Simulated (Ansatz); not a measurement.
**Run record: phonons of CdSe (P6_3mc)**

Level of theory: PBEsol, all-electron LAPW in Ansatz 0.2.0, scalar-relativistic.

The cell is the relaxed one with its volume scaled by 1.015; the atoms were then relaxed by PAW.

Command:

```sh
ansatz run input.yaml --threads 1 --pin off --max-ram 3072MiB --backend cpu --events-out ev --progress --plain --runs-dir out
```

Input file:

```yaml
crystal:
  lattice:
    - [4.32247478552, 0.0, 0.0]
    - [-2.16123739276, 3.74337297147, 0.0]
    - [0.0, 0.0, 7.05691535304]
  atoms:
    - { symbol: Cd, position: [0.333333333333, 0.666666666667, 0.00469384011] }
    - { symbol: Cd, position: [0.666666666667, 0.333333333333, 0.50469384011] }
    - { symbol: Se, position: [0.333333333333, 0.666666666667, 0.38030615989] }
    - { symbol: Se, position: [0.666666666667, 0.333333333333, 0.88030615989] }
kpoints:
  mp_grid: { grid: [6, 6, 4] }
scf:
  occupations: { method: fixed }
hamiltonian:
  xc: pbesol
  pseudopotentials: { kind: all_electron, lapw: { basis_error: 0.001 } }
phonons:
  supercell: [1, 1, 1]
```

Output:

```
Warning: RAYON_NUM_THREADS=1 ignored (pool sized by the plan → 1); use --threads N
LAPW: plane waves up to 8.746 Å⁻¹, error target 1.0e-3 eV per atom; small_component_spin mean_spin; Se in spheres of 1.236 Å, 24 of its electrons in bands, Dirac shells []; Cd in spheres of 1.330 Å, 20 of its electrons in bands, ...
Engine: ansatz 0.2.0, aarch64-unknown-linux-gnu
Pseudopotentials: kind: all_electron
Pseudopotential: Cd, LAPW, valence charge 20, lapw/all_electron/scalar/gaussian/Cd, Koelling and Harmon's equation, gaussian nucleus
Pseudopotential: Se, LAPW, valence charge 24, lapw/all_electron/scalar/gaussian/Se, Koelling and Harmon's equation, gaussian nucleus
Functional definition: PBEsol
  exchange = pbesol_x
  correlation = pbesol_c
davidson cushion auto → on  (no smearing: the cushion is to keep the highest requested band from converging to the state above it; pin scf.eigensolver.cushion to override)
Crystal: 4 atoms, lattice volume = 114.185 Å³
Basis set: ecut = 291.4074612344372 eV, 1291 PW (Γ), exchange–correlation at level 2
Bands: 53, of which v1, the nominal top of the filled ones, is band 44 counted from 1 (43 counted from 0)
Symmetry: 12 space group operations
k-points: 21 of 144 (time reversal used)
Non-local potential: Cd, projectors of the file, none
Non-local potential: Se, projectors of the file, none
Initial density: superposition of atomic densities (chi_scale 0.1, normalization cell, long waves kept (reshape's long-wave potential 0.00 eV rms))
Initial wavefunctions: plane waves of lowest kinetic energy (no species holds an atomic orbital)
Functional: x = pbesol(κ = 0.804, μ = 0.12345679012345678), c = pbesol(β = 0.046)
iter 1 solved again at ethr=2.15e-3 eV; its pass at ethr=1.00e-1 eV (dr2=1.89e0 eV) is discarded
SCF iter   1: F=—  HF=-436494.752907 eV  |F-HF|=—  |Δ(HF+E_count)|=         —  Δρ=2.80e-2  dr2=1.90e0  ethr=2.15e-3  ⟨swp⟩=2.0  Hψ=6899  notcnv=0
preconditioner: auto → Resta (q_TF=auto, 2.612 Å⁻¹)  ε∞=4.0  [insulator: Δε(μ)=0.980 eV  Ē_g=11.965 eV  n_scr=34 (ndim 8)  ℏωp=20.8 eV  f_vac=0.229  ε∞_Penn≈4.0]
SCF iter   2: F=—  HF=-436494.115851 eV  |F-HF|=—  |Δ(HF+E_count)|=   6.37e-1  Δρ=1.28e-2  dr2=3.60e-1  ethr=2.15e-3  ⟨swp⟩=2.0  Hψ=3382  notcnv=0
SCF iter   3: F=—  HF=-436494.041745 eV  |F-HF|=—  |Δ(HF+E_count)|=   7.41e-2  Δρ=6.48e-3  dr2=9.25e-2  ethr=4.09e-4  ⟨swp⟩=2.0  Hψ=3382  notcnv=0  defer=1
iter 4 solved again at ethr=4.73e-6 eV; its pass at ethr=1.05e-4 eV (dr2=4.17e-3 eV) is discarded
SCF iter   4: F=—  HF=-436494.021656 eV  |F-HF|=—  |Δ(HF+E_count)|=   2.01e-2  Δρ=1.74e-3  dr2=4.15e-3  ethr=4.73e-6  ⟨swp⟩=2.1  Hψ=5845  notcnv=0
SCF iter   5: F=—  HF=-436494.021992 eV  |F-HF|=—  |Δ(HF+E_count)|=   3.35e-4  Δρ=4.18e-4  dr2=2.05e-4  ethr=4.72e-6  ⟨swp⟩=3.0  Hψ=3547  notcnv=0
SCF iter   6: F=—  HF=-436494.022242 eV  |F-HF|=—  |Δ(HF+E_count)|=   2.50e-4  Δρ=1.75e-4  dr2=5.48e-5  ethr=2.33e-7  ⟨swp⟩=3.4  Hψ=3668  notcnv=0
SCF iter   7: F=—  HF=-436494.022313 eV  |F-HF|=—  |Δ(HF+E_count)|=   7.13e-5  Δρ=8.15e-5  dr2=1.32e-5  ethr=6.23e-8  ⟨swp⟩=3.5  Hψ=3713  notcnv=0
[... 29 lines left out ...]
SCF iter   8: F=-436494.022118 eV  HF=-436494.022118 eV  |F-HF|=2.33e-10  |Δ(HF+E_count)|=  6.40e-10  Δρ=2.43e-7  dr2=1.08e-10  ethr=7.55e-12 (applied; sched 1.00e-12)  ⟨swp⟩=3.0  Hψ=7933  notcnv=0
SCF 3 converged in 8 iterations: F = -436494.022118 eV  dr2 = 1.08e-10
iter 1 solved again at ethr=1.84e-7 eV; its pass at ethr=1.00e-1 eV (dr2=1.62e-4 eV) is discarded
SCF iter   1: F=—  HF=-436494.022120 eV  |F-HF|=—  |Δ(HF+E_count)|=         —  Δρ=2.14e-4  dr2=1.30e-4  ethr=1.84e-7  ⟨swp⟩=5.5  Hψ=20423  notcnv=0
SCF iter   2: F=—  HF=-436494.022090 eV  |F-HF|=—  |Δ(HF+E_count)|=   3.03e-5  Δρ=1.13e-4  dr2=3.09e-5  ethr=1.48e-7  ⟨swp⟩=2.8  Hψ=7616  notcnv=0
iter 3 solved again at ethr=2.20e-9 eV; its pass at ethr=3.51e-8 eV (dr2=1.93e-6 eV) is discarded
SCF iter   3: F=—  HF=-436494.022083 eV  |F-HF|=—  |Δ(HF+E_count)|=   7.16e-6  Δρ=3.13e-5  dr2=1.93e-6  ethr=2.20e-9  ⟨swp⟩=2.0  Hψ=13316  notcnv=0
SCF iter   4: F=—  HF=-436494.022083 eV  |F-HF|=—  |Δ(HF+E_count)|=   1.40e-8  Δρ=7.74e-6  dr2=1.09e-7  ethr=2.20e-9  ⟨swp⟩=3.0  Hψ=7772  notcnv=0
SCF iter   5: F=—  HF=-436494.022083 eV  |F-HF|=—  |Δ(HF+E_count)|=   9.08e-8  Δρ=4.42e-6  dr2=3.60e-8  ethr=1.24e-10  ⟨swp⟩=3.0  Hψ=8470  notcnv=0
SCF iter   6: F=—  HF=-436494.022083 eV  |F-HF|=—  |Δ(HF+E_count)|=   1.41e-8  Δρ=2.01e-6  dr2=6.42e-9  ethr=4.09e-11  ⟨swp⟩=3.0  Hψ=8150  notcnv=0
SCF iter   7: F=-436494.022083 eV  HF=-436494.022083 eV  |F-HF|=7.57e-10  |Δ(HF+E_count)|=   8.15e-9  Δρ=5.75e-7  dr2=6.27e-10  ethr=7.86e-12 (applied; sched 7.29e-12)  ⟨swp⟩=3.5  Hψ=8306  notcnv=0
SCF 4 converged in 7 iterations: F = -436494.022083 eV  dr2 = 6.27e-10
iter 1 solved again at ethr=1.81e-7 eV; its pass at ethr=1.00e-1 eV (dr2=1.59e-4 eV) is discarded
SCF iter   1: F=—  HF=-436494.022112 eV  |F-HF|=—  |Δ(HF+E_count)|=         —  Δρ=2.13e-4  dr2=1.29e-4  ethr=1.81e-7  ⟨swp⟩=5.4  Hψ=20426  notcnv=0
SCF iter   2: F=—  HF=-436494.022082 eV  |F-HF|=—  |Δ(HF+E_count)|=   2.99e-5  Δρ=1.13e-4  dr2=3.07e-5  ethr=1.47e-7  ⟨swp⟩=2.7  Hψ=7609  notcnv=0
iter 3 solved again at ethr=2.16e-9 eV; its pass at ethr=3.49e-8 eV (dr2=1.90e-6 eV) is discarded
SCF iter   3: F=—  HF=-436494.022075 eV  |F-HF|=—  |Δ(HF+E_count)|=   7.11e-6  Δρ=3.11e-5  dr2=1.90e-6  ethr=2.16e-9  ⟨swp⟩=2.0  Hψ=13314  notcnv=0
SCF iter   4: F=—  HF=-436494.022075 eV  |F-HF|=—  |Δ(HF+E_count)|=   2.11e-8  Δρ=7.56e-6  dr2=1.03e-7  ethr=2.16e-9  ⟨swp⟩=3.0  Hψ=7773  notcnv=0
SCF iter   5: F=—  HF=-436494.022074 eV  |F-HF|=—  |Δ(HF+E_count)|=   8.09e-8  Δρ=4.32e-6  dr2=3.43e-8  ethr=1.17e-10  ⟨swp⟩=3.0  Hψ=8463  notcnv=0
SCF iter   6: F=—  HF=-436494.022075 eV  |F-HF|=—  |Δ(HF+E_count)|=   1.27e-8  Δρ=1.98e-6  dr2=6.18e-9  ethr=3.90e-11  ⟨swp⟩=3.0  Hψ=8144  notcnv=0
SCF iter   7: F=-436494.022075 eV  HF=-436494.022075 eV  |F-HF|=9.31e-10  |Δ(HF+E_count)|=   7.80e-9  Δρ=5.79e-7  dr2=6.33e-10  ethr=7.86e-12 (applied; sched 7.02e-12)  ⟨swp⟩=3.3  Hψ=8295  notcnv=0
SCF 5 converged in 7 iterations: F = -436494.022075 eV  dr2 = 6.33e-10
SCF converged after 11 iterations
Free energy (F): -436494.022354 eV
Harris-Foulkes:  -436494.022354 eV  (|F-HF|=1.16e-10)
Internal energy: -436494.022354 eV  (E = F + TS)
E sigma→0 (E₀):  -436494.022354 eV
Fermi energy:    7.823780 eV
--- Per-component energies (eV) ---
  E_band       = -4208.500975
  E_kinetic    = 454060.616344
  E_xc         = -12976.707653
  E_electrostatic = -877577.931046  (all electrons and nuclei)
  E_smearing   = -0.000000  (= −TS)
  E_closure    = 0.000000  (closes the sum)
  Σ components = -436494.022354   (vs F -436494.022354, Δ=0.00e0)
  Basis errors (estimates in eV, not in F): energy 4.3e-4 per atom: plane waves 4.0e-4 (2.4e-4 summed), levels above the bands 0.0e0, relativity 4.1e-8, radial functions 2.8e-5, core shells 1.7e-6; eigenvalues (radial functions ...
--- Forces (eV/Å), atoms counted from 1 ---
  atom   1  Cd    -0.00000000     0.00000000    -0.00114672
  atom   2  Cd     0.00000000    -0.00000000    -0.00114672
  atom   3  Se     0.00000000     0.00000000     0.00114975
  atom   4  Se     0.00000000    -0.00000000     0.00114975
  max |Σ_I F_I| component: 6.06e-6 eV/Å
--- Phonons: 4 displaced members + reference (amplitude 0.01 Å, Σ member SCF iterations 30) ---
  symmetry images taken by strict's conditions (phonons.symmetry_images: auto; settled by no image being taken that strict refuses)
  ASR residual: 9.030e-4 → 0.000e0 eV/Å²; symmetrization residual: 8.448e-4 eV/Å²
  largest component of a force at the reference: 1.1e-3 eV/Å
  ASR residual per site (eV/Å²): 9.03e-4 9.03e-4 3.01e-4 3.01e-4
  Γ frequencies (cm⁻¹): 0.00 0.00 0.00 34.33 34.33 119.89 160.28 164.53 164.53 166.84 166.84 179.61
  density of states and harmonic sums: on the 17×17×9 q-mesh, interpolated from the force constants of a 1×1×1 supercell (no non-analytic term)
  largest difference from the sums on the solved wave vectors: F 5.15e-1 eV, S 7.73e-4 and C_V 2.58e-4 eV/K
```

The run converged.

**Zone-centre phonons**

Harmonic phonons of a crystal by Kohn-Sham DFT at the given cell, standard atomic masses, acoustic sum rule imposed; negative wavenumbers are unstable modes; optical zone-centre levels upwards with Mulliken labels, activity, and the element with most of the kinetic energy.

- Point group: 6mm

| number | phonon wavenumber (cm⁻¹) | label | infrared | raman | lead element |
| --- | --- | --- | --- | --- | --- |
| 1 | 34.3 | E2 | no | yes | Cd |
| 2 | 119.9 | B1 | no | no | Cd |
| 3 | 160.3 | A1 | yes | yes | Se |
| 4 | 164.5 | E1 | yes | yes | Se |
| 5 | 166.8 | E2 | no | yes | Se |
| 6 | 179.6 | B1 | no | no | Se |

Known limits: cell scaled away from its relaxed volume; zone-boundary modes aren't tested; no LO-TO term at the zone centre.

It took 9.3 min on 1 thread of Arm Neoverse V1, with other jobs on the host, peak memory 0.64 GiB.
